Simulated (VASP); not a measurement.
# Al (Im-3m) in VASP: single point with PBEsol

Aim: the single point of Al with PBEsol.

Everything below comes from runs of VASP 6.6.1. Logs are shortened: lines on timing, memory, paths and dates and some standing lists are left out, and cuts for length are marked.

**1. The structure**

It takes space group Im-3m (No. 229, cubic). Conventional cell: a = 3.212 Å, b = 3.212 Å, c = 3.212 Å, α = 90.00°, β = 90.00°, γ = 90.00°. Around Al (site symmetry m-3m) lie 8 Al at 2.78 Å.

The cell was built by a generator and needn't be a form met in nature.

**2. Single point, PBEsol**

INCAR

```
SYSTEM = Al
  PREC = Accurate
  ENCUT = 520
  EDIFF = 1E-6
  ISMEAR = -1
  SIGMA = 0.13605693000000002
  LREAL = .FALSE.
  LASPH = .TRUE.
  NELM = 80
  ALGO = Normal
  ISIF = 2
  LWAVE = .FALSE.
  LCHARG = .TRUE.
  GGA = PS
  LELF = .TRUE.
  LVHAR = .TRUE.
  NBANDS = 8
```

KPOINTS

```
regular mesh
0
G
  14 14 14
  0 0 0
```

POSCAR

```
Al
1.0
   -1.6061934428      1.6061934428      1.6061934428
    1.6061934428     -1.6061934428      1.6061934428
    1.6061934428      1.6061934428     -1.6061934428
Al
1
Direct
    0.0000000000      0.0000000000      0.0000000000
```

Potentials or basis: VASP PAW PBE potentials, release 64 (Al).

Command:

```
cat potpaw_PBE.64/Al/POTCAR > POTCAR
mpirun -np 1 vasp_std > vasp.out
```

OUTCAR:

```text
SYSTEM = Al
   PREC = Accurate
   ENCUT = 520
   EDIFF = 1E-6
   ISMEAR = -1
   LREAL = .FALSE.
   LASPH = .TRUE.
   NELM = 80
   ISIF = 2
   GGA = PS

 ion  position               nearest neighbor table
   1  0.000  0.000  0.000-

  LATTYP: Found a body centered cubic cell.
 ALAT       =     3.2123868856

  Lattice vectors:

 A1 = (  -1.6061934428,   1.6061934428,   1.6061934428)
 A2 = (   1.6061934428,  -1.6061934428,   1.6061934428)
 A3 = (   1.6061934428,   1.6061934428,  -1.6061934428)

Analysis of symmetry for initial positions (statically):
=====================================================================
 Subroutine PRICEL returns:
 Original cell was already a primitive cell.

 Routine SETGRP: Setting up the symmetry group for a
 body centered cubic supercell.

 Subroutine GETGRP returns: Found 48 space group operations
 (whereof 48 operations were pure point group operations)
 out of a pool of 48 trial point group operations.

The static configuration has the point symmetry O_h .

Analysis of symmetry for dynamics (positions and initial velocities):
=====================================================================
 Subroutine PRICEL returns:
 Original cell was already a primitive cell.

 Routine SETGRP: Setting up the symmetry group for a
 body centered cubic supercell.

 Subroutine GETGRP returns: Found 48 space group operations
 (whereof 48 operations were pure point group operations)
 out of a pool of 48 trial point group operations.

The dynamic configuration has the point symmetry O_h .

 Subroutine INISYM returns: Found 48 space group operations
 (whereof 48 operations are pure point group operations),
 and found     1 'primitive' translations

----------------------------------------------------------------------------------------

                                     Primitive cell

  volume of cell :      16.5750

  direct lattice vectors                    reciprocal lattice vectors
    -1.606193443  1.606193443  1.606193443     0.000000000  0.311295008  0.311295008
     1.606193443 -1.606193443  1.606193443     0.311295008  0.000000000  0.311295008
     1.606193443  1.606193443 -1.606193443     0.311295008  0.311295008  0.000000000

  length of vectors
     2.782008650  2.782008650  2.782008650     0.440237622  0.440237622  0.440237622

  position of ions in fractional coordinates (direct lattice)
     0.000000000  0.000000000  0.000000000
[... 77 lines left out ...]
   LREAL  =      F    real-space projection
   EDIFFG = 0.1E-04   stopping-criterion for IOM
   NSW    =      0    number of steps for IOM
   IBRION =     -1    ionic relax: 0-MD 1-quasi-New 2-CG
   NFREE  =      0    steps in history (QN), initial steepest desc. (CG)
   ISIF   =      2    stress and relaxation
   ISYM   =      2    0-nonsym 1-usesym 2-fastsym
   POTIM  = 0.5000    time-step for ionic-motion
   TEBEG  =    0.0;   TEEND  =   0.0 temperature during run
   PSTRESS=    0.0 pullay stress
   NELECT =       3.0000    total number of electrons
   NUPDOWN=      -1.0000    fix difference up-down
   EMIN   =  10.00;   EMAX   =-10.00  energy-range for DOS
   EFERMI =   0.00;   METHOD = LEGACY
   ISMEAR =    -1;   SIGMA  =   0.14  broadening in eV -4-tet -1-fermi 0-gaus
   EFERMI_NEDOS =   21; number of points for ismear=-14 and -15
   IALGO  =     38    algorithm
   IMIX   =      4    mixing-type and parameters
     AMIX     =   0.40;   BMIX     =  1.00
     AMIX_MAG =   1.60;   BMIX_MAG =  1.00
  volume/ion in A,a.u.               =      16.58       111.85
  Fermi-wavevector in a.u.,A,eV,Ry     =   0.926042  1.749966 11.667730  0.857554
  Thomas-Fermi vector in A             =   2.051962
   LORBIT       =      0    0 simple, 1 ext, 2 COOP (PROOUT), +10 PAW based schemes
   GGA     = PS    functional components
   LHFCALC =     F    Hartree Fock is set to
   AEXX    =    0.0000 exact exchange contribution
   IVDW    =     0    specifies the selected vdW correction
   LEPSILON=     F    determine dielectric tensor
   LRPA    =     F    only Hartree local field effects (RPA)
 non-spin polarized calculation
  energy-cutoff  :      520.00
  volume of cell :       16.58
 maximum number of plane-waves:       466
 NGX is ok and might be reduce to    24
   NGX = 11   NGY = 11   NGZ = 11

 number of electron       3.0000000 magnetization

 Free energy of the ion-electron system (eV)
  ---------------------------------------------------
  ext. energy  EPLUGINS =         0.00000000
  ---------------------------------------------------
  free energy    TOTEN  =        -4.01007271 eV

  energy without entropy =       -3.98641458  energy(sigma->0) =       -3.99824365

 E-fermi :   7.9020     XC(G=0): -10.2440

 val. band max:        7.6980220938   @ k =   0.2857   0.1429   0.0714
 cond. band min:       7.9272302809   @ k =   0.2857   0.2857   0.0000
 fundamental gap:      0.2292081871
 Fermi energy:         7.9019715395

 k-point     1 :       0.0000    0.0000    0.0000
  band No.  band energies     occupation
      1      -3.1910      2.00000
      2      21.1187      0.00000
      3      21.1187      0.00000
      4      21.1187      0.00000
      5      22.5166      0.00000
      6      22.5166      0.00000
      7      22.5166      0.00000
      8      24.1539      0.00000
[... 243 lines left out ...]
 k-point    24 :       0.3571    0.2857    0.0000
  band No.  band energies     occupation
      1       5.2313      2.00000
      2       5.6922      2.00000
      3       7.5445      1.86517
      4      15.0393      0.00000
      5      22.6346      0.00000
      6      24.2692      0.00000
      7      24.3750      0.00000
      8      30.0445      0.00000

 [... further k-points ...]

------------------------ aborting loop because EDIFF is reached ----------------------------------------

  FORCE on cell =-STRESS in cart. coord.  units (eV):
  Direction    XX          YY          ZZ          XY          YZ          ZX
  --------------------------------------------------------------------------------------
  -------------------------------------------------------------------------------------
  Total        0.0217029      0.0217029      0.0217029      0.0000000      0.0000000      0.0000000
  in kB        2.0978485      2.0978485      2.0978485      0.0000000      0.0000000      0.0000000
  external PRESSURE =       2.0978485 kB  Pullay stress =       0.0000000 kB

 VOLUME and BASIS-vectors are now :
 -----------------------------------------------------------------------------
  energy-cutoff  :      520.00
  volume of cell :       16.58
      direct lattice vectors                 reciprocal lattice vectors
    -1.606193443  1.606193443  1.606193443     0.000000000  0.311295008  0.311295008
     1.606193443 -1.606193443  1.606193443     0.311295008  0.000000000  0.311295008
     1.606193443  1.606193443 -1.606193443     0.311295008  0.311295008  0.000000000

 POSITION                                       TOTAL-FORCE (eV/Angst)
 -----------------------------------------------------------------------------------
      0.00000      0.00000      0.00000        -0.000000     -0.000000      0.000000
 -----------------------------------------------------------------------------------
    total drift:                                0.000000      0.000000      0.000000

  FREE ENERGIE OF THE ION-ELECTRON SYSTEM (eV)
  ---------------------------------------------------
  free  energy   TOTEN  =        -4.0100727149 eV

  energy  without entropy=       -3.9864145810  energy(sigma->0) =       -3.99824365
```

OSZICAR:

```text
N       E                     dE             d eps       ncg     rms          rms(c)
DAV:   1    -0.264108060474E+01   -0.26411E+01   -0.86113E+02  1664   0.201E+02
DAV:   2    -0.403183039797E+01   -0.13907E+01   -0.13440E+01  2264   0.188E+01
DAV:   3    -0.403918442670E+01   -0.73540E-02   -0.73502E-02  2112   0.151E+00
DAV:   4    -0.403920281291E+01   -0.18386E-04   -0.18385E-04  2312   0.679E-02
DAV:   5    -0.403920288526E+01   -0.72352E-07   -0.72029E-07  2152   0.297E-03    0.133E+00
DAV:   6    -0.402160999436E+01    0.17593E-01   -0.27151E-03  1880   0.208E-01    0.750E-01
DAV:   7    -0.401008955623E+01    0.11520E-01   -0.72057E-03  1896   0.327E-01    0.160E-01
DAV:   8    -0.401007334803E+01    0.16208E-04   -0.29767E-05  2144   0.370E-02    0.715E-03
DAV:   9    -0.401007271487E+01    0.63316E-06   -0.37458E-07  2144   0.289E-03
   1 F= -.40100727E+01 E0= -.39982436E+01  d E =-.236581E-01
```

It took 7.6 s on 1 thread of Intel Xeon 6975P-C (Granite Rapids), shared host; peak memory 0.12 GiB.

What came out:

| Item | Value |
| --- | --- |
| Free energy | -4.0101 eV |
| Pressure | 0.2 GPa |
| Band gap on the k mesh | none (metal or under the smearing width) |

Levels at points of the mesh, in eV from the Fermi level:
```
           k point  band 1  band 2  band 3  band 4  band 5
(0.00, 0.00, 0.00)  -11.09   13.22   13.22   13.22   14.61
(0.50, 0.00, 0.00)   -4.30   -3.85    8.12    8.25    9.94
(0.50, 0.50, 0.50)    1.86    1.86    1.86    2.98    2.98
```

Caveat: the PAW data sets were made with another functional, which shifts forces and pressure a little.
